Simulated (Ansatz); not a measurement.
BaO at -3 GPa: from Born charge to LO–TO splitting and polaron coupling

All numbers below come from DFT LDA, scalar-relativistic, plane waves, PAW (Ansatz 0.2.0). Cutoff 420 eV, 8×8×8 k-points (Γ-centred), fixed occupations. No spin polarisation. Phonons by linear response, acoustic sum rule imposed.

The cell, relaxed at -3 GPa:
```
CELL_PARAMETERS angstrom
0.00000 2.75150 2.75150
2.75150 0.00000 2.75150
2.75150 2.75150 0.00000
ATOMIC_POSITIONS crystal
Ba 0.00000 0.00000 0.00000
O 0.50000 0.50000 0.50000
```

Spin–orbit coupling is left out, which matters for heavy elements.

Linear response gives ν_TO = 57.5 cm⁻¹, Born charges ±2.757 e (positive on Ba) and ε∞ = 4.248. The primitive cell holds 41.662 Å³, and the masses are 137.327 and 15.999 amu.

Question: Find ν_LO and the static dielectric constant.

Answer: The long-wave field adds a restoring force: ω_LO² − ω_TO² = Z*²e²/(ε_vac ε∞ μV). In these units ν_LO² − ν_TO² = 4.92064×10⁷ Z*²/(μ V ε∞) cm⁻², with μ = m₁m₂/(m₁ + m₂) = 14.330 amu: 147524 cm⁻². So ν_LO = √(57.5² + 147524) = 388.4 cm⁻¹, and the run gives 388.4. Lyddane–Sachs–Teller then gives ε0 = ε∞ (ν_LO/ν_TO)² = 193.92, against 193.95 in the run (it forms both from the same three quantities, so the match checks the arithmetic only). Between ν_TO and ν_LO the dielectric function is negative and an undamped crystal reflects fully: a reststrahlen band from 25.7 to 174.0 μm.

Question: What do the Clausius–Mossotti polarisability and the Szigeti charge come to?

Answer: With the Lorentz local field, α = (3V/4π)(ε∞ − 1)/(ε∞ + 2) = 5.17 Å³ for the pair, and e_S = 3Z*/(ε∞ + 2) = 1.32 e. The Born charge includes the electrons' response to the dipole's own local field, and e_S takes that enhancement out. The Lorentz field assumes point-like polarisable ions, a poor picture once ε∞ is this large, since the electron clouds then overlap or are shared, so both numbers are formal here.

Question: How strongly does a slow electron couple to the LO mode?

Answer: For one isotropic parabolic band, Fröhlich's constant is α_F = (1/ε∞ − 1/ε0) √(m* Ry/ħω_LO), with Ry = 13.606 eV, ħω_LO = 48.2 meV and m* in free-electron masses: α_F = 0.2302 × 16.81 × √m* = 3.87 √m*. The band mass isn't part of this run; for m* = 0.1, 0.3 and 1 it gives 1.22, 2.12, 3.87. In weak coupling the polaron lies α_F ħω_LO below the band edge (102 meV at m* = 0.3) with a mass m*(1 + α_F/6); past α_F of about 5 or 6 that expansion fails. A semilocal functional's ε∞ tends to be too large, which taken alone lowers α_F.

Cost: 1 run of about 0.44 core-minutes, on Arm Neoverse N1 (shared hosts).